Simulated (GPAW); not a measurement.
# TiO2 (P4_2/mnm) in GPAW: further runs, part 2 of 3

GPAW 26.7.0. The steps go on from the part before.

### 3 Band structure, TASK

run.py

```python
from ase.dft.bandgap import bandgap
from ase.io import read, write
from ase.units import GPa
from gpaw import GPAW, PW

atoms = read('TiO2.cif')

calc = GPAW(mode=PW(800),
            xc='MGGA_X_TASK+LDA_C_PW',
            kpts={'size': (4, 4, 6), 'gamma': True},
            occupations={'name': 'fermi-dirac', 'width': 0.05},
            nbands=43,
            convergence={'density': 1e-05, 'energy': 1e-05},
            maxiter=150,
            txt='gpaw.txt')
atoms.calc = calc
energy = atoms.get_potential_energy()
forces = atoms.get_forces()
stress = atoms.get_stress()
calc.write('gs.gpw')
write('result.traj', atoms)
print(f'Energy: {energy:.6f} eV')
print('Forces (eV/A):')
print(forces.round(4))
print('Stress (GPa):', (stress / GPa).round(3))
print('Fermi level:', round(calc.get_fermi_level(), 4), 'eV')
print(f'Gap: {bandgap(calc)[0]:.4f} eV, direct: {bandgap(calc, direct=True)[0]:.4f} eV')

path = atoms.cell.bandpath('GXMGZRAZ,XR,MA', npoints=80, eps=1e-4)
bs_calc = calc.fixed_density(kpts=path, symmetry='off', nbands=61,
                             convergence={'bands': 'CBM+6.0', 'eigenstates': 1e-6}, txt='bands.txt')
bs = bs_calc.band_structure()
bs.write('bs.json')
print(f'Gap on the path: {bandgap(bs_calc)[0]:.4f} eV')
```

TiO2.cif

```cif
data_TiO2
_cell_length_a 4.59983732
_cell_length_b 4.59983732
_cell_length_c 2.95921356
_cell_angle_alpha 90.00000000
_cell_angle_beta 90.00000000
_cell_angle_gamma 90.00000000
_space_group_name_H-M_alt 'P1'
_space_group_name_Hall 'P 1'
_space_group_IT_number 1
loop_
_space_group_symop_operation_xyz
'x,y,z'
loop_
_atom_site_label
_atom_site_type_symbol
_atom_site_symmetry_multiplicity
_atom_site_Wyckoff_symbol
_atom_site_fract_x
_atom_site_fract_y
_atom_site_fract_z
_atom_site_occupancy
Ti1 Ti 1 a 0.0000000000 0.0000000000 0.5000000000 1
Ti2 Ti 1 a 0.5000000000 0.5000000000 0.0000000000 1
O1 O 1 a 0.3043213200 0.3043213200 0.5000000000 1
O2 O 1 a 0.1956786800 0.8043213200 0.0000000000 1
O3 O 1 a 0.8043213200 0.1956786800 0.0000000000 1
O4 O 1 a 0.6956786800 0.6956786800 0.5000000000 1
```

Potentials or basis: GPAW PAW data sets (gpaw-data 1.2.1), pw.

Run with:

```
> OMP_NUM_THREADS=1 python run.py
```

gpaw.txt:

```text
__  _  _
 | _ |_)|_||  |
 |__||  | ||/\| - 26.7.0

Input parameters:
  mode=PW(ecut=800.0),
  convergence={'density': 1e-05, 'energy': 1e-05},
  kpts=MonkhorstPack(size=(4, 4, 6), gamma=True),
  maxiter=150,
  nbands=43,
  occupations=Occupations(name='fermi-dirac', width=0.05),
  xc=XC(name='MGGA_X_TASK+LDA_C_PW')

Diagonalizing LCAO Hamiltonian
Converting LCAO to pw mode
    .----------.
   /|          |
  / |          |
 *  |      O   |
 |  .O---------.
 Ti/  O Ti    /
 |/       O  /
 *----------*

Atoms  # Å, Bohr magnetons
|   | symbol |        x |        y |        z |    initial magnetic moments |
|---|--------|----------|----------|----------|-----------------------------|
| 0 |     Ti | 0.000000 | 0.000000 | 1.479607 | ( 0.0000,  0.0000,  0.0000) |
| 1 |     Ti | 2.299919 | 2.299919 | 0.000000 | ( 0.0000,  0.0000,  0.0000) |
| 2 |      O | 1.399829 | 1.399829 | 1.479607 | ( 0.0000,  0.0000,  0.0000) |
| 3 |      O | 0.900090 | 3.699747 | 0.000000 | ( 0.0000,  0.0000,  0.0000) |
| 4 |      O | 3.699747 | 0.900090 | 0.000000 | ( 0.0000,  0.0000,  0.0000) |
| 5 |      O | 3.200009 | 3.200009 | 1.479607 | ( 0.0000,  0.0000,  0.0000) |

Unit cell  # Å
| periodic |        x |        y |        z |  lengths |    angles |
|----------|----------|----------|----------|----------|-----------|
|      yes | 4.599837 | 0.000000 | 0.000000 | 4.599837 | 90.000000 |
|      yes | 0.000000 | 4.599837 | 0.000000 | 4.599837 | 90.000000 |
|      yes | 0.000000 | 0.000000 | 2.959214 | 2.959214 | 90.000000 |

Number of symmetries: 8
Symmetry operations  # r_c * U_cc + t_c -> r_c
|   | kind |            matrix            |
|---|------|------------------------------|
| 0 |  E   |  1, 0, 0,  0, 1, 0,  0, 0, 1 |
| 1 |  σ   |  1, 0, 0,  0, 1, 0,  0, 0,-1 |
| 2 |  σ   |  0, 1, 0,  1, 0, 0,  0, 0, 1 |
| 3 |  C2  |  0, 1, 0,  1, 0, 0,  0, 0,-1 |
| 4 |  σ   |  0,-1, 0, -1, 0, 0,  0, 0, 1 |
| 5 |  C2  |  0,-1, 0, -1, 0, 0,  0, 0,-1 |
| 6 |  C2  | -1, 0, 0,  0,-1, 0,  0, 0, 1 |
| 7 |  i   | -1, 0, 0,  0,-1, 0,  0, 0,-1 |

BZ-sampling:
  Number of BZ points: 96
  Number of IBZ points: 28

  Monkhorst-Pack size: [4, 4, 6]
  Monkhorst-Pack shift: [0.125, 0.125, 0.08333333333333333]

K-points  # in reciprocal-cell coordinates
|     |                                coordinates |     weight |
|-----|--------------------------------------------|------------|
|   0 | (  0.00000000,   0.00000000,   0.00000000) | 0.01041667 |
|   1 | (  0.00000000,   0.00000000,   0.16666667) | 0.02083333 |
|   2 | (  0.00000000,   0.00000000,   0.33333333) | 0.02083333 |
|   3 | (  0.00000000,   0.00000000,   0.50000000) | 0.01041667 |
[... 90 lines left out ...]
  MSR1-Mixer
  Pratt-step length: 0.05
  Maximum mixing coefficient: 0.75
  Old densities: 10
  SVD Regularization: 0.005
  Good broyden scale: 1.0
  Trust region scale: 1.0
  Backstep threshold: 4.0
  History deletion threshold: 6.0
  Fourier metric: weight=20.0, sigma=0.015

occupation numbers:
  Fermi-Dirac:
    width: 0.0500  # eV

poisson solver:
  ecut: 6400.0  # eV

xc functional:
  name: MGGA_X_TASK+LDA_C_PW with 2 nearest neighbor stencil

convergence criteria:
- Maximum integral of absolute [dens]ity change: 1e-05 electrons / valence electron
- Maximum [total energy] change in last 3 cyles: 1e-05 eV / valence electron
- Maximum integral of absolute [eigenst]ate change: 4e-08 eV^2 / valence electron
maximum number of iterations: 150

SCF iterations
|iter     | |      energy | eigst |  dens |
|---------|-|-------------|-------|-------|
|iter:   1| | -115.438081 | -0.04 |       |
|iter:   2| |  -52.775294 | -1.01 | -0.78 |
|iter:   3| |  -76.708942 | +0.40 | -0.80 |
|iter:   4| |  -50.886928 | -0.25 | -0.37 |
|iter:   5| |  -45.826727 | -0.96 | -1.29 |
|iter:   6| |  -45.668890 | -1.39 | -1.36 |
|iter:   7| |  -45.678258 | -2.41 | -1.87 |
|iter:   8| |  -45.645541 | -2.98 | -2.09 |
|iter:   9| |  -45.644173 | -3.96 | -2.71 |
|iter:  10| |  -45.643744 | -5.10 | -3.09 |
|iter:  11| |  -45.643766c| -5.71 | -3.57 |
|iter:  12| |  -45.643770c| -6.26 | -3.88 |
|iter:  13| |  -45.643771c| -7.20 | -4.29 |
|iter:  14| |  -45.643772c| -7.52c| -4.56 |
|iter:  15| |  -45.643772c| -8.48c| -5.03c|

Converged in 15 steps
Energy contributions relative to reference atoms: (reference = -54611.437768)

Energy contributions:
  Kinetic:          51.008515
  Coulomb:         -56.408114
  Zero:             -0.021234
  External:          0.000000
  Xc:              -40.222939
  Entropy:          -0.000000
  Spinorbit:         0.000000
  ----------------------------
  Free energy:     -45.643772
  Extrapolated:    -45.643772

dipole moment: (-14.868123, -14.868123, -26.169298)  # |e|*Ang

Fermi level: 6.566
Eigenvalues  # (at kpt = [0.000, 0.000, 0.000])
| band index |      eig [eV] | occ [0-2] |
|------------|---------------|-----------|
|          0 |       -55.061 |     2.000 |
|        ... |               |           |
|         16 |         1.186 |     2.000 |
|         17 |         2.591 |     2.000 |
|         18 |         2.591 |     2.000 |
|         19 |         3.137 |     2.000 |
|         20 |         4.472 |     2.000 |
|         21 |         4.750 |     2.000 |
[... 8 lines left out ...]
|         30 |        10.460 |     0.000 |
|         31 |        12.529 |     0.000 |
|        ... |               |           |
|         42 |        28.226 |     0.000 |

Gap: 2.566 eV
Transition (v -> c):
  (s=0, k=0, n=23, [0.00, 0.00, 0.00]) -> (s=0, k=0, n=24, [0.00, 0.00, 0.00])
No difference between direct/indirect transitions

Forces  # eV/Ang
|        x |        y |       z |
|----------|----------|---------|
| -0.00000 |  0.00000 | 0.00000 |  # Ti   0
| -0.00000 |  0.00000 | 0.00000 |  # Ti   1
| -0.03834 | -0.03834 | 0.00000 |  # O    2
|  0.03838 | -0.03838 | 0.00000 |  # O    3
| -0.03838 |  0.03838 | 0.00000 |  # O    4
|  0.03834 |  0.03834 | 0.00000 |  # O    5

Stress tensor  # eV/Ang^3
|         x |         y |         z |
|-----------|-----------|-----------|
| -0.087826 | -0.000001 |  0.000000 |
| -0.000001 | -0.087826 |  0.000000 |
|  0.000000 |  0.000000 | -0.098266 |

# Writing to gs.gpw (mode='')
```

Run time: 7.9 min. Hardware: 1 thread of Arm Neoverse V1, shared host; peak memory 0.71 GiB.

What came out:

```
Free energy             : -45.6438 eV
Pressure                : 14.6 GPa
Largest force           : 0.054 eV/Å
Band gap on the k mesh  : 2.57 eV, direct
Band gap along the path : 2.57 eV, direct
```

Forces on the atoms (eV/Å):
```
Ti   0.000  0.000  0.000
Ti   0.000  0.000  0.000
O   -0.038 -0.038  0.000
O    0.038 -0.038  0.000
O   -0.038  0.038  0.000
O    0.038  0.038  0.000
```

Levels at the corners of the path, in eV from the valence-band top:
```
point  band 21  band 22  band 23  band 24  band 25  band 26  band 27  band 28
    Γ    -0.76    -0.48    -0.48     0.00     2.57     2.96     3.12     3.18
    X    -1.70    -1.70    -0.78    -0.78     3.29     3.29     3.70     3.70
    M    -1.39    -1.39    -1.09    -1.09     2.61     2.61     3.20     3.20
    Γ    -0.76    -0.48    -0.48     0.00     2.57     2.96     3.12     3.18
    Z    -2.35    -2.35    -1.49    -1.49     3.64     3.64     3.88     3.88
    R    -2.05    -2.05    -1.12    -1.12     2.67     2.67     3.90     3.90
    A    -1.35    -1.35    -0.71    -0.71     3.32     3.32     3.92     3.92
    Z    -2.35    -2.35    -1.49    -1.49     3.64     3.64     3.88     3.88
    X    -1.70    -1.70    -0.78    -0.78     3.29     3.29     3.70     3.70
    R    -2.05    -2.05    -1.12    -1.12     2.67     2.67     3.90     3.90
    M    -1.39    -1.39    -1.09    -1.09     2.61     2.61     3.20     3.20
    A    -1.35    -1.35    -0.71    -0.71     3.32     3.32     3.92     3.92
```

Caveat: the k mesh is coarse; the PAW data sets were made with another functional, which shifts forces and pressure a little.

(Continued in part 3 of 3.)
